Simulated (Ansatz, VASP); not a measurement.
**Two plane-wave programs on GaAs**

```
Ga As
1.0
     0.00000    2.87269    2.87269
     2.87269    0.00000    2.87269
     2.87269    2.87269    0.00000
Ga As
1 1
Direct
  0.00000 0.00000 0.00000
  0.25000 0.25000 0.25000
```

Alike in both runs: task single point; functional HSE06; k mesh 6 × 6 × 6; occupations gaussian, width 0.02 eV; no spin polarisation.

```csv
,VASP,Ansatz
version,VASP 6.6.1,Ansatz 0.2.0
potentials or method,"VASP PAW PBE potentials, release 64 (Ga_d, As)","scalar-relativistic, plane waves, PAW"
plane-wave cutoff (eV),520,420
valence electrons in the cell,18,28
```

|  | VASP | Ansatz | Ansatz less VASP |
| --- | --- | --- | --- |
| gap on the k mesh at the Fermi level (eV) | 1.01 | 1.01 | +0.007 |
| least direct gap on the mesh (eV) | 1.01 | 1.01 | +0.007 |

The two sets of potentials don't hold the same shells in valence.
